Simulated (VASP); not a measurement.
# VASP 6.6.1 run: PbSe

INCAR

```
PREC = Accurate
NBANDS = 17
GGA = CA
LCHARG = .FALSE.
LWAVE = .FALSE.
LASPH = .TRUE.
ISMEAR = -1
LREAL = .FALSE.
IBRION = 2
NELM = 69
NSW = 40
EDIFFG = -0.001
NELECT = 20.02
EDIFF = 1E-7
SIGMA = 0.02
ISIF = 3
ENCUT = 600
```

KPOINTS

```
KPOINTS created by Atomic Simulation Environment
0
Gamma
6 6 6
0 0 0
```

POSCAR

```
Pb Se
 1.0000000000000000
     0.0000000000000000    3.4487878666993081    3.4487878666993081
     3.4487878666993081   -0.0000000000000000    3.4487878666993081
     3.4487878666993081    3.4487878666993081   -0.0000000000000000
 Pb  Se
   1   1
Cartesian
 -0.0000000000000000 -0.0000000000000000 -0.0000000000000000
  1.7243939333496539  1.7243939333496539  1.7243939333496539
```

The recommended LDA PAW datasets give the neutral cell 20 valence electrons.

Command

```
mpirun -np 1 vasp_std
```

OSZICAR

```
N       E                     dE             d eps       ncg     rms          rms(c)
DAV:   1     0.163994094903E+03    0.16399E+03   -0.96344E+03   544   0.120E+03
DAV:   2     0.505942335382E+01   -0.15893E+03   -0.15336E+03   579   0.299E+02
DAV:   3    -0.879757071537E+01   -0.13857E+02   -0.13767E+02   672   0.951E+01
DAV:   4    -0.918679607488E+01   -0.38923E+00   -0.38887E+00   639   0.192E+01
DAV:   5    -0.920103973692E+01   -0.14244E-01   -0.14243E-01   765   0.349E+00    0.300E+00
DAV:   6    -0.876174989313E+01    0.43929E+00   -0.12717E+00   796   0.647E+00    0.171E+00
DAV:   7    -0.875015656115E+01    0.11593E-01   -0.11694E-01   591   0.148E+00    0.866E-01
DAV:   8    -0.874639859563E+01    0.37580E-02   -0.11157E-02   677   0.106E+00    0.106E-01
DAV:   9    -0.874606353378E+01    0.33506E-03   -0.33927E-03   793   0.406E-01    0.859E-02
DAV:  10    -0.874614242213E+01   -0.78888E-04   -0.26124E-04   566   0.116E-01    0.208E-02
...
   2 F= -.87874161E+01 E0= -.87872504E+01  d E =-.412622E-01
       N       E                     dE             d eps       ncg     rms          rms(c)
DAV:   1    -0.882012059027E+01   -0.32704E-01   -0.93019E-01   691   0.152E+01    0.934E-01
DAV:   2    -0.879319162609E+01    0.26929E-01   -0.54961E-02   691   0.367E+00    0.334E-01
DAV:   3    -0.878886978137E+01    0.43218E-02   -0.18088E-02   686   0.201E+00    0.546E-02
DAV:   4    -0.878887309376E+01   -0.33124E-05   -0.43635E-04   547   0.180E-01    0.238E-02
DAV:   5    -0.878887120662E+01    0.18871E-05   -0.73519E-05   718   0.983E-02    0.902E-03
DAV:   6    -0.878886935687E+01    0.18498E-05   -0.92025E-06   711   0.482E-02    0.207E-03
DAV:   7    -0.878886928410E+01    0.72764E-07   -0.38482E-07   561   0.477E-03
   3 F= -.87888693E+01 E0= -.87887034E+01  d E =-.427154E-01
```

From OUTCAR

```
k-points           NKPTS =     16   k-points in BZ     NKDIM =     16   number of bands    NBANDS=     17

   NELECT =      20.0200    total number of electrons

   dimension x,y,z NGX =    40 NGY =   40 NGZ =   40
   dimension x,y,z NGXF=    80 NGYF=   80 NGZF=   80

  energy-cutoff  :      600.00
  volume of cell :       76.33
      direct lattice vectors                 reciprocal lattice vectors
     0.000000000  3.366836846  3.366836846    -0.148507345  0.148507345  0.148507345
     3.366836846  0.000000000  3.366836846     0.148507345 -0.148507345  0.148507345
     3.366836846  3.366836846 -0.000000000     0.148507345  0.148507345 -0.148507345

 k-points in reciprocal lattice and weights: KPOINTS created by Atomic Simulation Env
   0.00000000  0.00000000  0.00000000       0.005
   0.16666667  0.00000000  0.00000000       0.037
   0.33333333  0.00000000  0.00000000       0.037
   0.50000000  0.00000000  0.00000000       0.019
   0.16666667  0.16666667  0.00000000       0.028
   0.33333333  0.16666667  0.00000000       0.111
   0.50000000  0.16666667  0.00000000       0.111
  -0.33333333  0.16666667  0.00000000       0.111
   ...

 E-fermi :   2.9463

 k-point     1 :       0.0000    0.0000    0.0000
  band No.  band energies     occupation
      1     -14.2101      2.00000
      2     -14.2101      2.00000
      3     -14.2101      2.00000
      4     -14.1662      2.00000
      5     -14.1662      2.00000
      6     -10.5488      2.00000
      7      -3.7789      2.00000
      8       0.8116      2.00000
      9       0.8116      2.00000
     10       0.8116      2.00000
     11       4.5705      0.00000
     12       4.5705      0.00000
     13       4.5705      0.00000
     14       7.0276      0.00000
     15      10.7681      0.00000
     16      10.7681      0.00000
     17      11.4129      0.00000

 k-point     2 :       0.1667    0.0000    0.0000
  band No.  band energies     occupation
      1     -14.2193      2.00000
      2     -14.2071      2.00000
      3     -14.2071      2.00000
      4     -14.1660      2.00000
      5     -14.1660      2.00000
      6     -10.4039      2.00000
      7      -4.2240      2.00000
      8       0.6401      2.00000
      9       0.6401      2.00000
     10       0.7984      2.00000
     11       4.4956      0.00000
     12       4.8465      0.00000
     13       4.8465      0.00000
     14       8.1836      0.00000
     15       9.9565      0.00000
     16       9.9565      0.00000
     17      10.7629      0.00000

 k-point     3 :       0.3333    0.0000    0.0000
  band No.  band energies     occupation
      1     -14.2374      2.00000
      2     -14.2020      2.00000
      3     -14.2020      2.00000
      4     -14.1647      2.00000
      5     -14.1647      2.00000
      6     -10.0685      2.00000
      7      -5.0651      2.00000
      8       0.3540      2.00000
      9       0.3540      2.00000
     10       0.5429      2.00000
     11       5.2447      0.00000
     12       5.2447      0.00000
     13       5.3714      0.00000
     14       8.8095      0.00000
     15      10.0630      0.00000
     16      10.0630      0.00000
     17      11.3135      0.00000

 ...

  Total        0.0013781      0.0013781      0.0013781      0.0000000      0.0000000      0.0000000
  in kB        0.0289258      0.0289258      0.0289258      0.0000000      0.0000000      0.0000000
  external PRESSURE =       0.0289258 kB  Pullay stress =       0.0000000 kB

 POSITION                                       TOTAL-FORCE (eV/Angst)
 -----------------------------------------------------------------------------------
      0.00000      0.00000      0.00000        -0.000000      0.000000     -0.000000
      1.68342      1.68342      1.68342         0.000000     -0.000000      0.000000
 -----------------------------------------------------------------------------------
    total drift:                                0.000000      0.000000      0.000000

  FREE ENERGIE OF THE ION-ELECTRON SYSTEM (eV)
  ---------------------------------------------------
  free  energy   TOTEN  =        -8.7888692841 eV

  energy  without entropy=       -8.7885375776  energy(sigma->0) =       -8.78870343
```

| ionic step | ΔE (meV/atom) | volume (Å³) | largest force (eV/Å) | pressure (GPa) | electronic steps |
| --- | --- | --- | --- | --- | --- |
| 1 | 0.0 | 82.04 | 0.000 | -2.26 | 13 |
| 2 | -20.6 | 75.36 | 0.000 | 0.48 | 10 |
| 3 | -21.4 | 76.33 | 0.000 | 0.00 | 7 |

It converged. Results: relaxed cell vector lengths 4.761, 4.761, 4.761 Å; relaxed cell volume 76.33 Å³.

The cell is charged and sits in a uniform background.

For comparison, a separate LDA relaxation on usual settings, not on those above, ends at 75.72 Å³.

The run above took about 24 s on one core of a shared host (Intel Xeon 6975P-C) and held 0.21 GiB at most.
